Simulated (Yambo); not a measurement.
# Ge (Cmmm) in Yambo: further runs, part 2 of 3

Yambo 5.3.0.

**3. Optical spectrum, PBEsol**

optics1.in reads:

```
optics
chi
Chimod= "HARTREE"
% BndsRnXd
 1 | 32 |
%
NGsBlkXd= 3 Ry
% LongDrXd
 1 | 0 | 0 |
%
% QpntsRXd
 1 | 1 |
%
% EnRngeXd
 0 | 20 | eV
%
% DmRngeXd
 0.1 | 0.1 | eV
%
ETStpsXd= 200
```

scf.in reads:

```
&CONTROL
  calculation = 'scf'
  prefix = 'pwscf'
  outdir = './tmp'
  pseudo_dir = './pseudo'
/
&SYSTEM
  ibrav = 0
  nat = 1
  ntyp = 1
  ecutwfc = 78
  nbnd = 13
  occupations = 'smearing'
  smearing = 'fd'
  degauss = 0.00367493
  force_symmorphic = .true.
/
&ELECTRONS
  conv_thr = 2d-10
  electron_maxstep = 120
  mixing_beta = 0.5
/
ATOMIC_SPECIES
Ge    72.6300 Ge.upf
CELL_PARAMETERS angstrom
   1.3971490000   -2.6005160000    0.0000000000
   1.3971490000    2.6005160000    0.0000000000
   0.0000000000    0.0000000000    2.6982310000
ATOMIC_POSITIONS crystal
Ge     0.5000000000    0.5000000000    0.0000000000
K_POINTS automatic
12 12 10 0 0 0
```

nscf.in reads:

```
&CONTROL
  calculation = 'nscf'
  prefix = 'pwscf'
  outdir = './tmp'
  pseudo_dir = './pseudo'
/
&SYSTEM
  ibrav = 0
  nat = 1
  ntyp = 1
  ecutwfc = 78
  nbnd = 157
  occupations = 'smearing'
  smearing = 'fd'
  degauss = 0.00367493
  force_symmorphic = .true.
/
&ELECTRONS
  conv_thr = 1d-08
  diago_full_acc = .true.
  diago_thr_init = 1d-06
/
ATOMIC_SPECIES
Ge    72.6300 Ge.upf
CELL_PARAMETERS angstrom
   1.3971490000   -2.6005160000    0.0000000000
   1.3971490000    2.6005160000    0.0000000000
   0.0000000000    0.0000000000    2.6982310000
ATOMIC_POSITIONS crystal
Ge     0.5000000000    0.5000000000    0.0000000000
K_POINTS automatic
4 4 4 0 0 0
```

Potentials or basis: PseudoDojo 0.4.1 SR PBEsol standard.

Command:

```bash
OMP_NUM_THREADS=1 pw.x -in scf.in > scf.out
OMP_NUM_THREADS=1 pw.x -in nscf.in > nscf.out
cd tmp/pwscf.save; p2y; mv SAVE ../..; cd ../..
OMP_NUM_THREADS=1 yambo
OMP_NUM_THREADS=1 yambo -F optics1.in -J optics1 -C optics1_out
```

Yambo's report:

```text
[... sections 02.01 to 02.04 as in the set-up run ...]

  [02.05] Energies & Occupations
  ==============================

  [X] === General ===
  [X] Electronic Temperature                        :  0.258606E-1   300.100    [eV K]
  [X] Bosonic    Temperature                        :  0.258606E-1   300.100    [eV K]
  [X] Finite Temperature mode                       : yes
  [X] El. density                                   :  0.71403E+24 [cm-3]
  [X] Fermi Level                                   :  11.76348 [eV]

  [X] === Gaps and Widths ===
  [X] Conduction Band Min                           :  11.76348 [eV]
  [X] Valence Band Max                              :  11.76348 [eV]
  [X] Filled Bands                                  :   6
  [X] Metallic Bands                                :   7   8
  [X] Empty Bands                                   :    9  157

  [X] === Metallic Characters ===
  [X] N of el / N of met el                         :  14.00000   2.19081
  [X] Average metallic occ.                         :  0.273851
[... 30 lines left out ...]
 Q [19]         [rlu]:  0.500000 -0.500000  0.000000
 Q [20]         [rlu]:  0.500000 -0.500000  0.250000
 Q [21]         [rlu]:  0.500000 -0.500000  0.500000

 [04] Dipoles
 ============

  [04.01] Setup: observables and procedures
  =========================================

  [WF-Oscillators/G space/Transverse up loader] Normalization (few states)  min/max  :  0.71524E-17   1.0000

  [WR./optics1//ndb.dipoles]------------------------------------------------------
   Brillouin Zone Q/K grids (IBZ/BZ)                :   21   64   21   64
   RL vectors                                       :  2187 [WF]
   Fragmentation                                    : yes
   Electronic Temperature                           :  300.1000 [K]
   Bosonic    Temperature                           :  300.1000 [K]
   DIP band range                                   :    1   32
   DIP band range limits                            :   8   7
   DIP e/h energy range                             : -1.000000 -1.000000 [eV]
   RL vectors in the sum                            :  2187
   [r,Vnl] included                                 : yes
   Bands ordered                                    : yes
   Direct v evaluation                              : no
   Approach used                                    : G-space v
   Dipoles computed                                 : R V P [G-space]
   Wavefunctions                                    : Perdew, Burke & Ernzerhof SOL(X)+Perdew, Burke & Ernzerhof SOL(C)

  [WARNING] [r,Vnl^pseudo] included in position and velocity dipoles.

  [WARNING] In case H contains other non local terms, these are neglected

 [05] Optics
 ===========

 [X-CG] R(p) Tot o/o(of R):   3745  11706    100

 [WARNING] The system is a metal but Drude term not included.
```

o-optics1.eps_q1_inv_rpa_dyson:

```text
# Absorption @ Q(1):   1.00000000      0.00000000      0.00000000    [q->0 direction]
#
# [ X ] Hartree size                              :  13
# [GEN] GF Energies                               : Perdew, Burke & Ernzerhof SOL(X)+Perdew, Burke & Ernzerhof SOL(C)
# [GEN] Green`s Function                          : Retarded
#
# [GEN] Gauge                                     : Length
# [GEN] [r,Vnl] included                          : yes
#
#    E[1] [eV]          Im(eps)            Re(eps)            Im(eps_o)          Re(eps_o)
#
        0.000000           0.113613E-7        16.12513           0.65130E-15        16.78202
        0.100503           0.072789           16.16124           0.076734           16.82008
        0.201005           0.147849           16.27067           0.155900           16.93544
        0.301508           0.227635           16.45683           0.240126           17.13174
        0.402010           0.314990           16.72567           0.332463           17.41536
        0.502513           0.413415           17.08622           0.436683           17.79598
[... 192 lines left out ...]
        19.89950           0.102074           0.734628           0.104506           0.731358
        20.00000           0.057249           0.774271           0.061577           0.776751
#
```

It took 2.2 min on 1 thread of Arm Neoverse N1, shared host; peak memory 0.29 GiB.

What came out:

```
Band gap on the k mesh, mean-field level : none (metal or under the smearing width)
```

Dielectric function (along the field direction of the input):
```csv
energy (eV),real part,imaginary part
0.30,16.46,0.23
1.31,26.71,2.94
2.31,-29.35,10.37
3.32,-5.64,0.96
4.42,0.41,0.52
5.43,-5.52,2.85
6.43,0.02,0.72
7.54,-0.75,1.53
8.54,-0.65,0.16
9.55,0.40,0.14
10.65,0.02,0.10
11.66,0.37,0.10
12.66,0.69,0.11
13.77,0.61,0.20
14.77,0.64,0.16
15.78,0.70,0.02
16.88,0.83,0.05
17.89,0.91,0.03
18.89,0.86,0.23
20.00,0.77,0.06
```

Caveat: the k mesh is coarse (spacing up to 0.64 Å⁻¹), so the values aren't converged; the intraband (Drude) term of the metal is left out; the ground state has no gap, which makes the many-body step unreliable; spectra need much finer meshes, so this one isn't converged; these spectra lack excitons.

**4. Optical spectrum by the Bethe-Salpeter equation, PBEsol**

bse2.in reads:

```
optics
bse
bss
rim_cut
em1s
RandQpts= 1000000
RandGvec= 50 RL
Chimod= "HARTREE"
% BndsRnXs
 1 | 32 |
%
NGsBlkXs= 5 Ry
% LongDrXs
 1 | 0 | 0 |
%
BSKmod= "SEX"
BSEmod= "retarded"
BSSmod= "d"
% BSEQptR
 1 | 1 |
%
% BSEBands
 5 | 10 |
%
BSENGexx= 20 Ry
BSENGBlk= 5 Ry
% BEnRange
 0 | 20 | eV
%
% BDmRange
 0.1 | 0.1 | eV
%
BEnSteps= 200
% BLongDir
 1 | 0 | 0 |
%
BSEprop= "abs"
WRbsWF
```

scf.in is that of step 3.

nscf.in is that of step 3.

Potentials or basis: PseudoDojo 0.4.1 SR PBEsol standard.

Command:

```bash
OMP_NUM_THREADS=1 pw.x -in scf.in > scf.out
OMP_NUM_THREADS=1 pw.x -in nscf.in > nscf.out
cd tmp/pwscf.save; p2y; mv SAVE ../..; cd ../..
OMP_NUM_THREADS=1 yambo
mkdir -p bse2; ln -s $PWD/g0w00/ndb.RIM bse2/
OMP_NUM_THREADS=1 yambo -F bse2.in -J bse2 -C bse2_out
OMP_NUM_THREADS=1 ypp -J bse2 -C bse2_out -e s -b 1
```

Yambo's report:

```text
[... sections 02.01 to 02.04 as in the set-up run ...]

  [02.05] Energies & Occupations
  ==============================

  [X] === General ===
  [X] Electronic Temperature                        :  0.258606E-1   300.100    [eV K]
  [X] Bosonic    Temperature                        :  0.258606E-1   300.100    [eV K]
  [X] Finite Temperature mode                       : yes
  [X] El. density                                   :  0.71403E+24 [cm-3]
  [X] Fermi Level                                   :  11.76348 [eV]

  [X] === Gaps and Widths ===
  [X] Conduction Band Min                           :  11.76348 [eV]
  [X] Valence Band Max                              :  11.76348 [eV]
  [X] Filled Bands                                  :   6
  [X] Metallic Bands                                :   7   8
  [X] Empty Bands                                   :    9  157

  [X] === Metallic Characters ===
  [X] N of el / N of met el                         :  14.00000   2.19081
  [X] Average metallic occ.                         :  0.273851

  [WARNING] [X] Metallic system

 [03] Transferred momenta grid and indexing
 ==========================================

 [BZ sampling] Q-grid is User defined and/or read from the database

 IBZ Q-points                                      :  21
 BZ  Q-points                                      :   64

 K/Q-points units:
 rlu = crystal or reduced units; cc = cartesian coordinates; iku = interal k-units

 Q [ 1]         [rlu]:  0.000000  0.000000  0.000000
 Q [ 2]         [rlu]:  0.000000  0.000000  0.250000
 Q [ 3]         [rlu]:  0.000000  0.000000 -0.500000
 Q [ 4]         [rlu]: -0.53761E-16  0.25000       0.0000
 Q [ 5]         [rlu]: -0.53761E-16  0.25000      0.25000
 Q [ 6]         [rlu]: -0.53761E-16  0.25000     -0.50000
 Q [ 7]         [rlu]:  0.85947E-17 -0.50000       0.0000
 Q [ 8]         [rlu]:  0.85947E-17 -0.50000      0.25000
 Q [ 9]         [rlu]:  0.85947E-17 -0.50000     -0.50000
 Q [10]         [rlu]:  0.250000  0.250000  0.000000
 Q [11]         [rlu]:  0.250000  0.250000  0.250000
 Q [12]         [rlu]:  0.250000  0.250000 -0.500000
 Q [13]         [rlu]:  0.250000 -0.500000  0.000000
 Q [14]         [rlu]:  0.250000 -0.500000  0.250000
 Q [15]         [rlu]:  0.250000 -0.500000 -0.500000
 Q [16]         [rlu]:  0.250000 -0.250000  0.000000
 Q [17]         [rlu]:  0.250000 -0.250000  0.250000
 Q [18]         [rlu]:  0.250000 -0.250000 -0.500000
 Q [19]         [rlu]:  0.500000 -0.500000  0.000000
 Q [20]         [rlu]:  0.500000 -0.500000  0.250000
 Q [21]         [rlu]:  0.500000 -0.500000  0.500000

  [03.01] X + BSE indexes
  =======================

   [03.01.01] Sigma indexes
   ========================

   [WR./SAVE//ndb.kindx]-----------------------------------------------------------
    Fragmentation                                    : no
    Polarization last K ( bz)                        :   64
    Polarization last K (ibz)                        :  21
    QP states                                        :   1  21
    X grid is uniform                                : yes
    Grids (string)                                   :  X B S
    Grids (int-vector)                               :  1  1  0  1

 [04] Coloumb potential Random Integration (RIM)
 ===============================================

 Summary of Coulomb integrals for non-metallic bands |Q|[au] RIM/Bare

 Q [1] 0.100000E-4 0.989378 * Q [2] 0.308065 1.053544
 Q [16] 0.319640 1.047322 * Q [4] 0.337688 1.067710
 Q [17] 0.443930 1.044758 * Q [5] 0.457096 1.049367
 Q [13] 0.564245 1.021272 * Q [10] 0.594947 1.025497
[... 97 lines left out ...]

 [07] Bethe Salpeter Equation driver
 ===================================

  [07.01] Bethe Salpeter Equation @q1
  ===================================

   [07.01.01] Transition pre-analysis @q1
   ======================================

   [07.01.02] Transition Groups build-up @q1
   =========================================

   [BSK] Transition groups (total):  21
   [BSK] Size (resonant):   614
   [BSK]         (total):   614
   [BSK] N. of matrices :  1

   [07.01.03] Loading Dipoles @q1
   ==============================

   [07.01.04] Independent Particles properties @q1
   ===============================================

   [WARNING] The system is a metal but Drude term not included.

   [07.01.05] BSE Kernel @q1 (Resonant CORRRELATION EXCHANGE)
   ==========================================================

   [BSE] Exchange components :  203
   [BSE] Correlation components :   25  231

    [07.01.05.01] Screened interaction header I/O
    =============================================

    [07.01.05.02] Main kernel loop
    ==============================

    [WR./bse2//ndb.BS_Q1_CPU_0]-----------------------------------------------------
     Brillouin Zone Q/K grids (IBZ/BZ)                :   21   64   21   64
     RL vectors                                       :  2187 [WF]
     Coulomb cutoff potential                         : none
     Parallel CPUs
     Parallel Roles
     Fragmentation                                    : no
     BS kernel          wavefunctions                 : Perdew, Burke & Ernzerhof SOL(X)+Perdew, Burke & Ernzerhof SOL(C)
     Static diel. fun.  energies                      : Perdew, Burke & Ernzerhof SOL(X)+Perdew, Burke & Ernzerhof SOL(C)
     wavefunctions                                    : Perdew, Burke & Ernzerhof SOL(X)+Perdew, Burke & Ernzerhof SOL(C)
     [K] Identifier                                   :  2352
     [K] Dimension                                    :   614
     [K] Bands                                        :   5  10
     [K] Exchange                                     : yes [res]
     [K] Correlation                                  : yes [res]
     [K] Kernel`s coupling                            : no
     [K] Exchange                                     : no [cpl]
     [K] Correlation                                  : no [cpl]
     [K] W interaction is bare                        : no
     [K] ALDA kernel in R-space                       : no
     [K] RL vectors                                   :  203 [exchange]
     [K] RL vectors                                   :  25 [correlation]
     [K] E/h energy range                             : -1.000000 -1.000000 [eV]
     [K] Coupling range                               :  100.0000  100.0000 [o/o]
     [W] Interaction is diagonal                      : no
     [W] Matrix size                                  :  25
     [W] Bands                                        :    1   32
     [W] e/h energy range                             : -1.000000 -1.000000 [eV]
     [W] Poles                                        :  100.0000 [o/o]
     [W] RL vectors in the sum                        :  2187
     [W] [r,Vnl] included                             : yes
     [W] Field direction                              :  0.100000E-4   0.00000      0.00000
     [W] Coulomb Cutoff                               : none
     [W] Hxc Kernel                                   : HARTREE
     [RIM] RL components                              :   51 [col]
     [RIM] Random points                              :  1000000 [col]
     [SOC] Perturbative SOC                           : no
     [K] Kernel long-range exchange                   : BAR

    [07.01.05.03] Wave-Function Phases
    ==================================

    [BSE] WF phases found       :  71.42857 [o/o]

   [07.01.06] BSE solver(s) @q1
   ============================

   [07.01.07] Diago Solver @q1
   ===========================

   [WR./bse2//ndb.BS_diago_Q1]-----------------------------------------------------
    BS kernel          energies                      : Perdew, Burke & Ernzerhof SOL(X)+Perdew, Burke & Ernzerhof SOL(C)
    [K] Identifier                                   :  2352
    [K] Dimension                                    :   614
    [K] Bands                                        :   5  10
    [K] Exchange                                     : yes [res]
    [K] Correlation                                  : yes [res]
    [K] Kernel`s coupling                            : no
    [K] Exchange                                     : no [cpl]
    [K] Correlation                                  : no [cpl]
    [K] W interaction is bare                        : no
    [K] ALDA kernel in R-space                       : no
    [K] RL vectors                                   :  203 [exchange]
    [K] RL vectors                                   :  25 [correlation]
    [K] E/h energy range                             : -1.000000 -1.000000 [eV]
    [K] Coupling range                               :  100.0000  100.0000 [o/o]
    [W] Interaction is diagonal                      : no
    [W] Matrix size                                  :  25
    [W] Bands                                        :    1   32
    [W] e/h energy range                             : -1.000000 -1.000000 [eV]
    [W] Poles                                        :  100.0000 [o/o]
    [W] RL vectors in the sum                        :  2187
    [W] [r,Vnl] included                             : yes
    [W] Field direction                              :  0.100000E-4   0.00000      0.00000
    [W] Coulomb Cutoff                               : none
    [W] Hxc Kernel                                   : HARTREE
    [RIM] RL components                              :   51 [col]
    [RIM] Random points                              :  1000000 [col]
    [SOC] Perturbative SOC                           : no
    [K] Kernel long-range exchange                   : BAR
    [BSS] Eigenstates included                       : yes
    [BSS] Field direction                            :  0.100000E-4   0.00000      0.00000
    [BSS] Eigenstates computed                       :   614
    [BSS] Number of BSE matrices                     :  1
```

It took 2.9 min on 1 thread of Arm Neoverse N1, shared host; peak memory 0.29 GiB.

Results:

- Band gap on the k mesh, mean-field level: none (metal or under the smearing width)

Dielectric function (along the field direction of the input):
```
energy (eV)  real part  imaginary part
       0.30      17.65            0.28
       0.90      21.80            1.33
       1.61      54.11           18.77
       2.31     -22.63            6.60
       3.02      -7.99            1.70
       3.62      -2.78            0.56
       4.32       0.78            0.64
       5.03      -1.84           15.84
       5.73      -2.41            0.78
       6.33      -0.15            0.99
       7.04      -2.18            1.60
       7.74      -1.00            0.59
       8.44      -0.99            0.17
       9.05      -0.40            0.07
       9.75      -0.02            0.09
      10.45       0.20            0.06
      11.16       0.22            0.13
      11.76       0.44            0.05
      12.46       0.72            0.19
      13.17       0.00            0.43
      13.87       0.15            0.26
      14.47       0.48            0.09
      15.18       0.46            0.05
      15.88       0.61            0.06
      16.58       0.63            0.04
      17.19       0.65            0.02
      17.89       0.77            0.16
      18.59       0.68            0.01
      19.30       0.73            0.01
      20.00       0.77            0.01
```

Caveat: the k mesh is coarse (spacing up to 0.64 Å⁻¹), so the values aren't converged; the intraband (Drude) term of the metal is left out; the ground state has no gap, which makes the many-body step unreliable; the transitions start from uncorrected Kohn-Sham levels, so peaks lie too low; exciton energies and binding change strongly with the k mesh and aren't converged on this one; spectra need much finer meshes, so this one isn't converged.

(Continued in part 3 of 3.)
